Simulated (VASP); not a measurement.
Runs of VASP 6.6.1 on Au. The structure is hexagonal, space group P6_3/mmc (No. 194). The conventional cell has a = 2.900 Å, b = 2.900 Å, c = 4.880 Å, α = 90.00°, β = 90.00°, γ = 120.00°. Au (site symmetry -6m2) has 12 Au at 2.90 to 2.96 Å as nearest neighbours. This isn't the form of Au at room conditions, which is fcc.

```csv
task,level,potentials or basis,spin,cell,k mesh,cutoff (eV),smearing,grid for exact exchange (PRECFOCK),exchange at q = 0,other keys,mesh quality,gap on the mesh (eV),pressure (GPa)
single point,PBE,"VASP PAW PBE potentials, release 64 (Au_GW)",off,as given,11 × 11 × 6,550,gaussian 0.1 eV,-,-,-,not flagged,none,(a)
relaxation of cell and atoms,LDA,"VASP PAW LDA potentials, release 54 (Au)",off,relaxed,11 × 11 × 6,600,methfessel-paxton 0.2 eV,-,-,-,not flagged,none,0.0
atomic charges,PBE0+D3,"VASP PAW PBE potentials, release 64 (Au)",off,volume scaled by 1.25,6 × 6 × 3,700,fermi-dirac 0.2 eV,Fast,truncated,ENCUT = 700; NELMIN = 4; ISMEAR = -1; SIGMA = 0.2,coarse,none,-16.6
density of states,r2SCAN+D3(BJ),"VASP PAW PBE potentials, release 64 (Au)",off,as given,11 × 11 × 6,500,tetrahedron,-,-,-,not flagged,none,-4.4
```

Q: Estimate the missing entries.

A: (a) 1.4.

Caveats: some runs use coarse meshes; the PAW data sets were made with another functional, which shifts forces and pressure a little (some runs); pairwise dispersion overbinds metals, which lowers pressure and volume (some runs); tetrahedron occupations give inexact forces and stress in metals (some runs).

A k mesh can miss the band edges, and the runs leave out spin-orbit coupling on Au.

A gap of «none» marks a metal or a gap under the smearing width.
